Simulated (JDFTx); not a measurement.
Runs of JDFTx 1.7.0 (patched build) on AlFe. It takes space group Pm-3m (No. 221, cubic). The conventional cell has a = 2.910 Å, b = 2.910 Å, c = 2.910 Å, α = 90.00°, β = 90.00°, γ = 90.00°. Fe (site symmetry m-3m) is surrounded by 8 Al at 2.52 Å. Al (site symmetry m-3m) has 8 Fe at 2.52 Å as nearest neighbours. 

| level | gap on the mesh (eV) | pressure (GPa) | moment (μB) | relaxed volume (Å³/atom) |
| --- | --- | --- | --- | --- |
| BLYP | none | 0.0 | 0.23 | 12.14 |
| LDA | none | 0.0 | 0.17 | (b) |
| RPBE | none | 0.0 | 0.52 | (a) |
| revPBE | none | 0.0 | 0.52 | 11.91 |
| AM05 | none | 0.0 | 0.18 | 11.36 |

Alike in all rows: task relaxation of cell and atoms; potentials or basis PseudoDojo-SR-PBE-0.5-standard with smoothed tails; spin collinear, ferromagnetic start; cell relaxed; k mesh 4 × 4 × 4; cutoff (eV) 1225; smearing fermi-dirac 0.05 eV; the mesh is coarse, so values aren't converged.

Question: Fill in the values left out.

Answer: (a) 11.96; (b) 11.20.

Caveats: all runs use coarse meshes; the potentials were made for another functional, which shifts forces and pressure; the plane waves are those of the starting cell, so after so large a change of volume the result is rough (some runs); the cores' own exchange energy is taken off the total, which shifts forces and pressure where cores overlap (some runs); the electrons didn't converge at some earlier steps (some runs).

A gap of «none» marks a metal or a gap under the smearing width.

Runs at the PBE level aren't shown here.
